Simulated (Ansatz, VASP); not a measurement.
## Two plane-wave programs on NaCl

```
Na Cl
1.0
     2.86000    0.00000    0.00000
     0.00000    2.86000    0.00000
     0.00000    0.00000    2.86000
Na Cl
1 1
Direct
  0.00000 0.00000 0.00000
  0.50000 0.50000 0.50000
```

Alike in both runs: task electric field gradients; functional PBE; k mesh 8 × 8 × 8; occupations fermi-dirac, width 0.02 eV; no spin polarisation.

|  | VASP | Ansatz |
| --- | --- | --- |
| version | VASP 6.6.1 | Ansatz 0.2.0 |
| potentials or method | VASP PAW PBE potentials, release 64 (Na_pv, Cl) | PAW with Ansatz's default frozen-core files, scalar-relativistic |
| plane-wave cutoff (eV) | 520 | 500 |
| valence electrons in the cell | 14 | 16 |

|  | VASP | Ansatz | Ansatz less VASP |
| --- | --- | --- | --- |
| gap on the k mesh at the Fermi level (eV) | 4.42 | 4.37 | -0.046 |
| Vzz of the field gradient on the site that differs most (V/Å²) | 0.0 | 0.0 | 0.00 |

With one functional, cell and mesh, what is left measures potentials, basis and numerics. The two sets of potentials don't hold the same shells in valence.

 A k mesh can miss the band edges.
